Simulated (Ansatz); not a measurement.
## GaN under changes of volume

One of the cells (11.310 Å³/atom); the others are scaled copies at fixed shape and fractional positions:

```
Ga N
1.0
     3.18000    0.00000    0.00000
    -1.59000    2.75396    0.00000
     0.00000    0.00000    5.16600
Ga N
2 2
Direct
  0.66667 0.33333 0.50000
  0.33333 0.66667 0.00000
  0.66667 0.33333 0.87500
  0.33333 0.66667 0.37500
```

| Quantity | Value |
| --- | --- |
| Program | Ansatz 0.2.0 |
| Functional | BPBE |
| Potentials or basis | Ansatz PAW |
| Cutoff | 420 eV (not typed: the program's choice for these potentials) |
| k mesh | 10 × 10 × 5 |
| Occupations | fermi-dirac, width 0.05 eV |
| Spin | no spin polarisation |

```tsv
volume (Å³/atom)	energy over the lowest point (meV/atom)	pressure (GPa)	gap on the mesh (eV)	largest force (eV/Å)
10.632	66.60	21.2	2.37	0.154
10.858	40.47	15.9	2.23	0.148
11.084	21.43	11.2	2.09	0.142
11.310	?	?	?	?
11.537	1.79	3.0	1.82	0.130
11.763	0.00	-0.4	1.69	0.125
11.989	2.85	-3.6	1.57	0.120
```

Q: What does the run at 11.310 Å³/atom give?

A: Energy over the lowest point 8.72 meV/atom; pressure 6.9 GPa; gap on the mesh 1.96 eV; largest force 0.136 eV/Å.

Worked out: A Birch-Murnaghan fit of order 3 (a polynomial in V^(-2/3)) to the other rows has its minimum at 11.73 Å³/atom with B0 = V·E''(V) = 173 GPa and B' = 4.5 at fixed shape and positions, which overstates the stiffness. It gives 8.76 meV/atom at 11.310 Å³/atom, against the run's 8.72, and -dE/dV = 6.9 GPa, against 6.9. A straight line through the other rows of the gap, of slope -6.69 eV per unit of ln V (its deformation potential), gives 1.96 eV, against the run's 1.96.

Energies are extrapolated to zero smearing.

Caveats: odd divisions of the mesh miss points on the zone boundary, where band edges often lie, so the gap on the mesh can be too wide; the PAW data sets come from PBE, with cores solved anew for the run's functional, which leaves a small shift of forces and pressure.

Spin-orbit coupling on Ga is left out.
